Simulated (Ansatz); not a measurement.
# Zr₃Si₂ (P4/mbm), clamped-ion strain scan

Theory: DFT PBEsol, scalar-relativistic, plane waves, PAW in Ansatz 0.2.0. Cutoff 420 eV, Γ-centred 6×6×12 k-points, Gaussian smearing of 0.15 eV. No spin polarisation. Energies are free energies at this smearing, counted from the undisturbed cell; pressure is positive in compression.

The starting cell (relaxed at this level; it needn't be the usual structure):

```
Zr Si
1.0
     7.06558    0.00000    0.00000
     0.00000    7.06558    0.00000
     0.00000    0.00000    3.64449
Zr Si
6 4
Direct
  0.17448 0.67448 0.50000
  0.82552 0.32552 0.50000
  0.32552 0.17448 0.50000
  0.67448 0.82552 0.50000
  0.00000 0.00000 0.00000
  0.50000 0.50000 0.00000
  0.62239 0.12239 0.00000
  0.37761 0.87761 0.00000
  0.87761 0.62239 0.00000
  0.12239 0.37761 0.00000
```

The cell is strained by ε times the Voigt pattern (1, 0, 0, 0, 0, 0) (xx, yy, zz, yz, xz, xy; engineering shear) with fractional coordinates fixed. The cell is metallic on the mesh throughout.

Over the sampled range (-0.0400 to 0.0400), is the undisturbed cell the lowest point?

Yes, every other sampled point lies higher.

Which end lies higher in energy, -0.0400 or +0.0400?

-0.0400: 29.3 against 24.9.

The scan:

```tsv
ε	ΔE (meV/atom)
-0.0400	29.3
-0.0300	16.1
-0.0200	7.0
0.0000	0.0
0.0100	1.7
0.0300	14.4
0.0400	24.9
```